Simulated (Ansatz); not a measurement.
**Zr3N4 at a changed volume — Zr-91 NMR of the central transition**

Cell: a structure deposited in the COD, relaxed with PBE at fixed cell and then changed (volume scaled by 1.06, ions relaxed).

Space group I-43d (No. 220); a = 6.8722 Å.

| site | Wyckoff | site symmetry | x | y | z |
| --- | --- | --- | --- | --- | --- |
| Zr | 12a | -4.. | 0.3750 | 0.0000 | 0.2500 |
| N | 16c | .3. | 0.0603 | 0.0603 | 0.0603 |

One atom of each set is listed; the run and its k-mesh use a cell of 14 atoms with edges of 5.95, 5.95, 5.95 Å.

All values are calculated (Ansatz; DFT, PBE, plane waves and PAW, scalar-relativistic, 420 eV cutoff, Γ-centred 6×6×6 k-points, Fermi–Dirac smearing 0.02 eV), not measured.

Zr-91 has I = 5/2 and Q = -176.0 mb (Pyykkö 2018); at 14.1 T its Larmor frequency is ν₀ = 56.0 MHz. Only the quadrupole interaction is simulated: positions count from each site's isotropic chemical shift, and shift anisotropy, dipolar and J coupling are left out.

Q: Give C_Q, η, the quadrupolar product P_Q = |C_Q|(1 + η²/3)^½, the second-order isotropic shift and the breadth of the pattern (static powder) for each Zr site.

A: 

```
site         first shell  C_Q (MHz)     η  P_Q (MHz)  δ_QIS (ppm)  breadth (kHz)
  Zr  8 N at 2.22–2.56 Å      -63.0  0.00       63.0        -7578           2212
```

δ_QIS = −(ν_Q²/30ν₀²)[I(I+1) − 3/4](1 + η²/3) × 10⁶ ppm with ν_Q = 3|C_Q|/[2I(2I−1)]; it falls as 1/B₀² in ppm, and the breadth as 1/B₀ in kHz.

An axis of threefold or higher order runs through Zr, so V_zz lies along it and η is zero.

With ν_Q/ν₀ up to 0.17, terms beyond second order are no longer negligible.

Without spin–orbit coupling (the program notes it for Zr) the gradients can shift somewhat, as the gap is small. At this changed cell the PBE pressure is -6 GPa.

The relaxation (4 steps) took 21 s of wall time (71 s of CPU time) and 0.76 GiB at its peak, on 4 threads of Intel Xeon Platinum 8259CL CPU @ 2.50GHz (Skylake/Cascade Lake) (x86_64; 16 cores open to the job, memory cap 8.0 GiB, no GPU), a shared host with a load of 0.6 a core.
